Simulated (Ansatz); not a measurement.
All numbers below come from DFT PBE, scalar-relativistic, plane waves, PAW in Ansatz. All cells share a 420 eV cutoff and Γ-centred k meshes spaced at most about 0.3 Å⁻¹ (about 0.25 or finer for metals, 2π included). No spin polarisation in the final relaxations.

All energies are static (0 K, no zero-point motion). All come from trial cells, and lower structures may exist.

Task: Which of these relaxed structures of GaAs is the lowest in energy?
A.

```
CELL_PARAMETERS angstrom
7.08473 0.00000 0.00000
0.00000 7.08473 0.00000
0.00000 0.00000 7.08473
ATOMIC_POSITIONS crystal
Ga 0.50000 0.00000 0.75000
Ga 0.75000 0.50000 0.00000
Ga 0.00000 0.75000 0.50000
Ga 0.50000 0.00000 0.25000
Ga 0.25000 0.50000 0.00000
Ga 0.00000 0.25000 0.50000
As 0.00000 0.50000 0.75000
As 0.75000 0.00000 0.50000
As 0.50000 0.75000 0.00000
As 0.00000 0.50000 0.25000
As 0.25000 0.00000 0.50000
As 0.50000 0.25000 0.00000
```

B.

```
CELL_PARAMETERS angstrom
0.00000 2.69589 2.69589
2.69589 0.00000 2.69589
2.69589 2.69589 0.00000
ATOMIC_POSITIONS crystal
Ga 0.00000 0.00000 0.00000
As 0.50000 0.50000 0.50000
```

Result: A. It has space group Pm-3n (No. 223); the next, B, with the rock salt type, space group Fm-3m (No. 225), lies 171 meV/atom higher. Counting As atoms around Ga (those within 1.25 times the shortest such distance or 1.15 times the sum of covalent radii), the lowest has Ga 4 and the next has Ga 6.

Cells relaxed within their symmetry can be saddle points. The part of the Crystallography Open Database at hand lists GaAs in space group No. 216, which no cell shown has. Some types were kept out of the candidates beforehand, so the set may lack a known form.
